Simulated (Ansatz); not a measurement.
# TlCl: the cost of one run

Method: DFT PBEsol, all-electron LAPW, scalar-relativistic unless said, in Ansatz 0.2.0.

The COD entry's cell or inner coordinates are ideal or old and differ from later refinements, so a difference from it is no clean test against experiment.

## 1. Starting point

It takes space group Pm-3m (No. 221, cubic). The conventional cell has a = 3.769 Å, b = 3.769 Å, c = 3.769 Å, α = 90.00°, β = 90.00°, γ = 90.00°. Tl (site symmetry m-3m) has 8 Cl at 3.26 Å as nearest neighbours. Cl (site symmetry m-3m) is surrounded by 8 Tl at 3.26 Å.

Coordinates:

```cif
data_structure
_symmetry_space_group_name_H-M 'P 1'
_symmetry_Int_Tables_number 1
_cell_length_a 3.7692
_cell_length_b 3.7692
_cell_length_c 3.7692
_cell_angle_alpha 90.000
_cell_angle_beta 90.000
_cell_angle_gamma 90.000
_cell_volume 53.55
loop_
_atom_site_label
_atom_site_type_symbol
_atom_site_fract_x
_atom_site_fract_y
_atom_site_fract_z
_atom_site_occupancy
Tl1 Tl 0.00000 0.00000 0.00000 1
Cl1 Cl 0.50000 0.50000 0.50000 1
```

Cartesian axes are those of the input's lattice vectors. The structure goes back to a database entry.

## 2. Reference run, fine mesh, LAPW

File input.yaml:

```yaml
crystal:
  lattice:
    - [3.76923769596, 0.0, 0.0]
    - [0.0, 3.76923769596, 0.0]
    - [0.0, 0.0, 3.76923769596]
  atoms:
    - { symbol: Tl, position: [0.0, 0.0, 0.0] }
    - { symbol: Cl, position: [0.5, 0.5, 0.5] }
kpoints:
  mp_grid: { grid: [6, 6, 6] }
scf:
  occupations: { method: fixed }
hamiltonian:
  xc: pbesol
  pseudopotentials: { kind: all_electron, lapw: { basis_error: 0.001 } }
magnetization:
  noncollinear: true
  spin_orbit: true
output:
  forces: true
  stress: true
  eigenvalues: true
  eigenstates:
    nscf_kmesh: { grid: [10, 10, 10] }
    de_dk: true
    e_range: [-9, 11.79495244625]
checkpoint:
  write: ck
  write_wavefunctions: false
```

On the command line:

```
ansatz run input.yaml --threads 1 --pin off --max-ram 3072MiB --backend cpu --events-out ev --progress --plain --runs-dir out
```

Q: Estimate wall time and peak memory on 1 thread of Arm Neoverse V2, shared host.

About 95 s, with a peak of 0.41 GiB.
